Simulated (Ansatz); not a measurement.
# Co: the order of phases at one pressure, part 2 of 2

Aim: bring Co in several structures (hcp, omega, diamond, simple hexagonal) to one pressure and rank them by enthalpy. The pressure is set by scaling the first phase. The runs shown use LAPW. Companion runs by PAW are cited.

Ansatz 0.2.0; DFT PBE; a cell built from a prototype (hcp type), not taken from measurement. The steps go on from the part before.

### 6 Diamond relaxed under pressure, LAPW

Contents of input.yaml:

```yaml
crystal:
  lattice:
    - [0.0, 1.7503483109, 1.7503483109]
    - [1.7503483109, 0.0, 1.7503483109]
    - [1.7503483109, 1.7503483109, 0.0]
  atoms:
    - { symbol: Co, position: [-0.125, -0.125, -0.125], spin: 1.7 }
    - { symbol: Co, position: [0.125, 0.125, 0.125], spin: 1.7 }
magnetization:
  spin_polarized: true
kpoints:
  mp_grid: { grid: [18, 18, 18] }
scf:
  occupations: { method: fermi_dirac, width: 0.05 }
hamiltonian:
  xc: pbe
  pseudopotentials: { kind: all_electron, lapw: { basis_error: 0.0005 } }
output:
  forces: true
  stress: true
  eigenvalues: true
relax:
  f_tol: 0.005
  max_steps: 12
  cell: { p_target: 1300.0, stress_tol: 0.65 }
```

Started as:

```sh
ansatz run input.yaml --threads 2 --pin off --max-ram 7168MiB --backend cpu --events-out ev --progress --plain --runs-dir out
```

Log (excerpt; [...] marks lines left out):

```text
[...]
LAPW: plane waves up to 16.569 Å⁻¹, error target 5.0e-4 eV per atom; small_component_spin mean_spin; Co in spheres of 0.735 Å, 25 of its electrons in bands, Dirac shells []
[...]
Pseudopotentials: kind: all_electron
Pseudopotential: Co, LAPW, valence charge 25, Koelling and Harmon's equation, gaussian nucleus
Functional definition: PBE
[...]
Crystal: 2 atoms, lattice volume = 10.725 Å³
Basis set: ecut = 1045.9768462478148 eV, 869 PW (Γ), exchange–correlation at level 2
Bands: 33, of which v1, the nominal top of the filled ones, is band 25 counted from 1 (24 counted from 0)
Symmetry: 48 space group operations
Space group: Fd-3m (ITA 227), of the structure as read, at distance tolerance 2.2e-5 Å
Magnetic group: BNS 227.128 (UNI 1630), of the structure as read, at distance tolerance 2.2e-5 Å
k-points: 195 of 5832
[...]
Starting moments: Σ|m| = 3.4 μB on 2 of 2 sites
[...]
SCF iter   1: F=—  HF=-75799.436158 eV  |F-HF|=—  |Δ(HF+E_count)|=         —  Δρ=2.01e-1 (↑1.22e-1 ↓2.01e-1)  dr2=1.28e0  dr2_m=2.34e0  M=1.013 μB ∫|m|=1.013 μB  β_m=0.30  ethr=2.55e-3  ⟨swp⟩=2.0  Hψ=83737  notcnv=0
[...]
the basis was enlarged: its passes take 696.3 KiB over the memory plan, 2 of 2 planned eigensolver slots
[...]
WARN: the starting moments were not kept: the SCF closed with an absolute magnetisation of 3.0e-7 μB, where they sum to 3.4 μB in size (2 sites). That is at most 0.1 of that sum. Measured as dr2_m measures the in/out step, that magnetisation stands 2.1e-14 eV from none, at or under the [...]
relax step   1: F+E_penalty+E_count = -75800.97331954 eV  Δ(F+E_penalty+E_count) = +0.000e0 eV  max|allowed force component| = 3.701e-17 eV/Å  Δτ_max = 0.0000 Å  P = +1335.987 GPa  Ω = 10.725 Å³  (10 SCF iters, accepted)
[...]
relax step   2: F+E_penalty+E_count = -75802.16609541 eV  Δ(F+E_penalty+E_count) = -1.193e0 eV  max|allowed force component| = 9.992e-16 eV/Å  Δτ_max = 0.0000 Å  P = +1279.661 GPa  Ω = 10.871 Å³  (7 SCF iters, accepted)
[...]
SCF iter   1: F=—  HF=-75801.737646 eV  |F-HF|=—  |Δ(HF+E_count)|=         —  Δρ=5.02e-4 (↑5.02e-4 ↓5.02e-4)  dr2=4.05e-5  dr2_m=6.08e-16  M=-0.000 μB ∫|m|=0.000 μB  β_m=0.65  ethr=7.65e-8  ⟨swp⟩=4.6  Hψ=66725  notcnv=0
```

### 7 More of the same log: diamond relaxed under pressure, LAPW

The log, continued (excerpt; [...] marks lines left out):

```text
[...]
SCF iter   2: F=—  HF=-75801.737546 eV  |F-HF|=—  |Δ(HF+E_count)|=   9.97e-5  Δρ=1.50e-4 (↑1.50e-4 ↓1.50e-4)  dr2=6.27e-6  dr2_m=9.58e-17  M=-0.000 μB ∫|m|=0.000 μB  β_m=0.38  ethr=7.65e-8  ⟨swp⟩=3.0  Hψ=38830  notcnv=0
[...]
relax step   3: F+E_penalty+E_count = -75801.73759016 eV  Δ(F+E_penalty+E_count) = +4.285e-1 eV  max|allowed force component| = 9.622e-16 eV/Å  Δτ_max = 0.0000 Å  P = +1299.838 GPa  Ω = 10.818 Å³  (6 SCF iters, accepted)
[...]
relax step   4: F+E_penalty+E_count = -75801.73758996 eV  Δ(F+E_penalty+E_count) = +2.014e-7 eV  max|allowed force component| = 6.661e-16 eV/Å  Δτ_max = 0.0000 Å  P = +1299.836 GPa  Ω = 10.818 Å³  stress off target by 1.64e-1 GPa  SCF on the basis re-selected at this cell (its energy is [...]
SCF converged after 3 iterations
Magnetization: -0.0000 μB (25.0000 up, 25.0000 down)
Absolute magnetization: 0.0000 μB (∫|ρ↑−ρ↓|)
[...]
  atom   2  Co    -0.00000000    -0.00000000    -0.00000000
[...]
--- Stress (GPa, compression-positive) ---
     1299.836425       0.000000      -0.000000
        0.000000    1299.836425       0.000000
       -0.000000       0.000000    1299.836425
  P = ⅓ Tr σ = 1299.8364 GPa (12998.364 kbar)
--- Band table (eV; the first three rows and the last of 390) ---
[...]
--- Relaxed structure (3 steps of the walk, 3 accepted, 1 SCFs on fresh bases) ---
  F+E_penalty+E_count = -75801.73758996 eV   max|allowed force component| = 6.661e-16 eV/Å   (the final SCF, on the basis selected at the relaxed cell)
  cell:  # Å, volume = 10.8181 Å³
    - [-1.974456662747041e-34, 1.7553885843279973, 1.7553885843279973]
    - [1.7553885843279973, 3.885221175082888e-34, 1.7553885843279973]
    - [1.7553885843279973, 1.7553885843279973, 3.311991821382133e-34]
  atoms:
    - { symbol: Co, position: [-0.12499999999999999, -0.12499999999999999, -0.12499999999999999] }
    - { symbol: Co, position: [0.12499999999999999, 0.12499999999999999, 0.12499999999999999] }
```

Wall time 6.5 min (2 threads of Arm Neoverse V1, shared host); peak memory 1.4 GiB.

The steps of the relaxation:

```csv
step,energy from step 1 (eV/cell),largest force component (eV/Å),pressure (GPa),volume (Å³)
1,0.0000,0.0000,1335.99,10.73
2,-1.1928,0.0000,1279.66,10.87
3,-0.7643,0.0000,1299.84,10.82
4,-0.7643,0.0000,1299.84,10.82
```

Step 1 is the start. Step 4 repeats the geometry before on a plane-wave basis chosen anew for that cell, so the energy can jump there without any move; the table keeps such jumps.

| input's cell | before | after | change |
| --- | --- | --- | --- |
| a (Å) | 2.475 | 2.482 | +0.3 % |
| b (Å) | 2.475 | 2.482 | +0.3 % |
| c (Å) | 2.475 | 2.482 | +0.3 % |
| volume (Å³/atom) | 5.36 | 5.41 | +0.9 % |

Result: pressure 1299.84 GPa; no gap.

### 8 Simple hexagonal relaxed under pressure, LAPW

Contents of input.yaml:

```yaml
crystal:
  lattice:
    - [1.7920718279, 0.0, 0.0]
    - [-0.896035914, 1.5519797283, 0.0]
    - [0.0, 0.0, 1.6806408824]
  atoms:
    - { symbol: Co, position: [0.0, 0.0, 0.0], spin: 1.7 }
magnetization:
  spin_polarized: true
kpoints:
  mp_grid: { grid: [24, 24, 22] }
scf:
  occupations: { method: fermi_dirac, width: 0.05 }
hamiltonian:
  xc: pbe
  pseudopotentials: { kind: all_electron, lapw: { basis_error: 0.0005 } }
output:
  forces: true
  stress: true
  eigenvalues: true
relax:
  f_tol: 0.005
  max_steps: 12
  cell: { p_target: 1300.0, stress_tol: 0.65 }
```

Started as:

```sh
ansatz run input.yaml --threads 2 --pin off --max-ram 7168MiB --backend cpu --events-out ev --progress --plain --runs-dir out
```

Log (excerpt; [...] marks lines left out):

```text
[...]
LAPW: plane waves up to 14.883 Å⁻¹, error target 5.0e-4 eV per atom; small_component_spin mean_spin; Co in spheres of 0.815 Å, 25 of its electrons in bands, Dirac shells []
[...]
[... 3 set-up lines as earlier in the session ...]
[...]
Crystal: 1 atoms, lattice volume = 4.674 Å³
Basis set: ecut = 843.9211286616531 eV, 253 PW (Γ), exchange–correlation at level 2
Bands: 18, of which v1, the nominal top of the filled ones, is band 13 counted from 1 (12 counted from 0)
[... 1 set-up line as earlier in the session ...]
Space group: P6/mmm (ITA 191), of the structure as read, at distance tolerance 1.7e-5 Å
Magnetic group: BNS 191.233 (UNI 1463), of the structure as read, at distance tolerance 1.7e-5 Å
k-points: 732 of 12672
[...]
Starting moments: Σ|m| = 1.7 μB on 1 of 1 site
[...]
SCF iter   1: F=—  HF=-37904.132565 eV  |F-HF|=—  |Δ(HF+E_count)|=         —  Δρ=1.16e-1 (↑1.03e-1 ↓1.16e-1)  dr2=2.71e-2  dr2_m=5.06e-1  M=0.806 μB ∫|m|=0.813 μB  β_m=0.30  ethr=1.08e-4  ⟨swp⟩=3.0  Hψ=173901  notcnv=0
[...]
the basis was enlarged: its passes take 228.2 KiB over the memory plan, 2 of 2 planned eigensolver slots
[...]
WARN: the starting moments were not kept: the SCF closed with an absolute magnetisation of 1.9e-7 μB, where they sum to 1.7 μB in size (1 site). That is at most 0.1 of that sum. Measured as dr2_m measures the in/out step, that magnetisation stands 2.8e-14 eV from none, at or under the [...]
relax step   1: F+E_penalty+E_count = -37904.69666693 eV  Δ(F+E_penalty+E_count) = +0.000e0 eV  max|allowed force component| = 0.000e0 eV/Å  Δτ_max = 0.0000 Å  P = +1309.633 GPa  Ω = 4.674 Å³  (11 SCF iters, accepted)
[...]
Starting moments: Σ|m| = 1.7 μB on 1 of 1 site; this step starts from the density that it was given
[...]
SCF iter   4: F=-37904.804537 eV  HF=-37904.804537 eV  |F-HF|=9.79e-9  |Δ(HF+E_count)|=   2.44e-8  Δρ=6.48e-6 (↑6.48e-6 ↓6.48e-6)  dr2=3.84e-9  dr2_m=7.17e-16  M=-0.000 μB ∫|m|=0.000 μB  ethr=1.10e-10  ⟨swp⟩=2.0  Hψ=69782  notcnv=0
[...]
```

### 9 The output, continued: simple_hexagonal relaxed under pressure, LAPW

Output, continued (excerpt; [...] marks lines left out):

```text
relax step   2: F+E_penalty+E_count = -37904.80453735 eV  Δ(F+E_penalty+E_count) = -1.079e-1 eV  max|allowed force component| = 0.000e0 eV/Å  Δτ_max = 0.0000 Å  P = +1297.482 GPa  Ω = 4.688 Å³  (4 SCF iters, accepted)
[...]
relax step   3: F+E_penalty+E_count = -37904.78220985 eV  Δ(F+E_penalty+E_count) = +2.233e-2 eV  max|allowed force component| = 0.000e0 eV/Å  Δτ_max = 0.0000 Å  P = +1299.995 GPa  Ω = 4.685 Å³  (3 SCF iters, accepted)
[...]
relax step   4: F+E_penalty+E_count = -37904.78220987 eV  Δ(F+E_penalty+E_count) = -1.788e-8 eV  max|allowed force component| = 0.000e0 eV/Å  Δτ_max = 0.0000 Å  P = +1299.997 GPa  Ω = 4.685 Å³  stress off target by 1.38e-1 GPa  SCF on the basis re-selected at this cell (its energy is not [...]
SCF converged after 3 iterations
Magnetization: -0.0000 μB (12.5000 up, 12.5000 down)
Absolute magnetization: 0.0000 μB (∫|ρ↑−ρ↓|)
[...]
--- Stress (GPa, compression-positive) ---
     1299.925998      -0.000000       0.000000
       -0.000000    1299.925998      -0.000000
        0.000000      -0.000000    1300.137514
  P = ⅓ Tr σ = 1299.9965 GPa (12999.965 kbar)
--- Band table (eV; the first three rows and the last of 1464) ---
  k-point 0 ↑: bands = ["-842.1333", "-712.9726", "-712.9726", "-712.9569", "-49.8383", "-9.6098", "-9.6098", "-9.4157", "35.5959", "37.6195", "43.5296", "43.5296", "51.4898", "51.4898", "77.3161", "83.8369", "95.6017", "96.7967"]
[...]
--- Relaxed structure (3 steps of the walk, 3 accepted, 1 SCFs on fresh bases) ---
  F+E_penalty+E_count = -37904.78220987 eV   max|allowed force component| = 0.000e0 eV/Å   (the final SCF, on the basis selected at the relaxed cell)
  cell:  # Å, volume = 4.6848 Å³
    - [1.7933539017557951, 2.8888187056115794e-11, 5.0735627414282e-20]
    - [-0.8966769509029154, 1.5530900368820169, -2.536781370784854e-20]
    - [4.7580888389077196e-20, 6.452906332484626e-34, 1.6820099510566662]
  atoms:
    - { symbol: Co, position: [0.0, 0.0, 0.0] }
```

Wall time 4.7 min (2 threads of Arm Neoverse V1, shared host); peak memory 1.6 GiB.

Step by step:

```csv
step,energy from step 1 (eV/cell),largest force component (eV/Å),pressure (GPa),volume (Å³)
1,0.0000,0.0000,1309.63,4.67
2,-0.1079,0.0000,1297.48,4.69
3,-0.0855,0.0000,1300.00,4.68
4,-0.0855,0.0000,1300.00,4.68
```

Step 1 is the start. Step 4 repeats the geometry before on a plane-wave basis chosen anew for that cell, so the energy can jump there without any move; the table keeps such jumps.

| input's cell | before | after | change |
| --- | --- | --- | --- |
| a (Å) | 1.792 | 1.793 | +0.1 % |
| b (Å) | 1.792 | 1.793 | +0.1 % |
| c (Å) | 1.681 | 1.682 | +0.1 % |
| volume (Å³/atom) | 4.67 | 4.68 | +0.2 % |

In short: pressure 1300.00 GPa; no gap.

### 10 Side by side

Rows by PAW come from runs of the same series that aren't printed here.

Enthalpy per atom, H = F + pV at p = 1300 GPa, from each method's lowest phase:

| method | start | space group, start → end | volume (Å³/atom) | pressure (GPa) | enthalpy (meV/atom) |
| --- | --- | --- | --- | --- | --- |
| LAPW | hcp | P6_3/mmc → P6_3/mmc | 4.586 | 1299.9 | 0.0 |
| LAPW | omega | P6/mmm → P6/mmm | 4.609 | 1300.0 | 551.4 |
| LAPW | diamond | Fd-3m → Fd-3m | 5.409 | 1299.8 | 11988.4 |
| LAPW | simple hexagonal | P6/mmm → P6/mmm | 4.685 | 1300.0 | 2198.6 |
| PAW | hcp | P6_3/mmc → P6_3/mmc | 4.581 | 1300.0 | 0.0 |
| PAW | omega | P6/mmm → P6/mmm | 4.603 | 1300.1 | 553.5 |
| PAW | diamond | Fd-3m → Fd-3m | 5.363 | 1300.6 | 11860.2 |
| PAW | simple hexagonal | P6/mmm → P6/mmm | 4.674 | 1299.7 | 2188.9 |

### 11 Outcome

The summary covers parts 1 to 2.

```
     quantity                            value
     pressure                         1300 GPa
lowest (LAPW)  hcp, 551.4 meV/atom under omega
 lowest (PAW)  hcp, 553.5 meV/atom under omega
```

In words: By LAPW the order is hcp < omega < simple hexagonal < diamond. By PAW the order is hcp < omega < simple hexagonal < diamond. The methods agree on the lowest phase. Only these structures were tried, with electrons smeared by 0.05 eV and without vibrations, so the true ground state may be another. The k meshes differ between phases and weren't tested, which can move differences by some meV.
